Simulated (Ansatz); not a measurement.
The elements of this relaxed trial crystal are hidden behind letters.

```
lattice vectors (Å)
   4.6912    0.0000    0.0000
  -2.3456    4.0627    0.0000
   0.0000    0.0000   23.0800
fractional positions
X 0.3333 0.6667 0.9998
X 0.6667 0.3333 0.4998
Z 0.3333 0.6667 0.3336
Z 0.3333 0.6667 0.6666
Z 0.6667 0.3333 0.1666
Z 0.6667 0.3333 0.8336
Q 0.3333 0.6667 0.1246
Q 0.3333 0.6667 0.4588
Q 0.3333 0.6667 0.7916
Q 0.6667 0.3333 0.2916
Q 0.6667 0.3333 0.6246
Q 0.6667 0.3333 0.9588
```

Level of theory: Ansatz, DFT PBE, scalar-relativistic, plane waves, PAW. Cutoff 420 eV, Γ-centred 12×12×2 mesh (12-atom cell), Gaussian smearing of 0.10 eV, no spin polarisation.

* Space group: P6_3mc (No. 186)
* Conventional cell: a = 4.691 Å, c = 23.080 Å
* Volume per atom: 36.66 Å³
* Density: 6.77 g/cm³
* Formation energy: −0.26 eV/atom
* Gap on the 12×12×2 mesh of the 12-atom cell: 0 eV (the bands meet within 0.015 eV)

Energies are uncorrected and count from the elements' standard states at the same level.

Question: X is a d-block element of period 5, Z is a d-block element of period 6 and Q is a p-block element of period 5. Which elements are they?

Answer: X = Cd, Z = Hg, Q = Te, so the formula is CdHg2Te3. Density times volume gives a mean mass of 6.77 × 36.66/1.6605 = 149.5 u per atom, and this set has 149.4 u. Among the elements that the hints allow, noble gases aside, only these give it. Cd has 4 Te at 2.87–2.88 Å; Hg on its first site is surrounded by 4 Te at 2.88–2.89 Å; around Te on its first site lie 3 Hg at 2.88 Å and 1 Cd at 2.88 Å; 3 more sites not described.

Spin–orbit coupling, which can matter for Hg and Te, is left out. A later test with randomly moved atoms came back to the same energy, though modes that don't fit the test's cell weren't probed.
